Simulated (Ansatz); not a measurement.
PbO2:

```
Pb O
1.0
     4.99496    0.00000    0.00000
     0.00000    4.99496    0.00000
     0.00000    0.00000    3.40900
Pb O
2 4
Direct
  0.50000 0.50000 0.50000
  0.00000 0.00000 0.00000
  0.69257 0.69257 0.00000
  0.80743 0.19257 0.50000
  0.19257 0.80743 0.50000
  0.30743 0.30743 0.00000
```

The cell is a database's computed one.

Base run:

* Program: Ansatz 0.2.0
* Functional: PBEsol
* Potentials or basis: Ansatz PAW
* Cutoff: 420 eV (not typed: the program's choice for these potentials)
* k mesh: 6 × 6 × 8
* Occupations: fermi-dirac, width 0.05 eV
* Spin: no spin polarisation

Its results: pressure 0.2 GPa; largest force 0.016 eV/Å.

The run is repeated on the same cell with these changes: spin from no spin polarisation to spin-orbit coupling, no magnetisation; potential files from those of the base run to others of the same set. What comes out?

Pressure -0.2 GPa; largest force 0.032 eV/Å.

Caveats: the PAW data sets come from PBE, with cores solved anew for the run's functional, which leaves a small shift of forces and pressure.
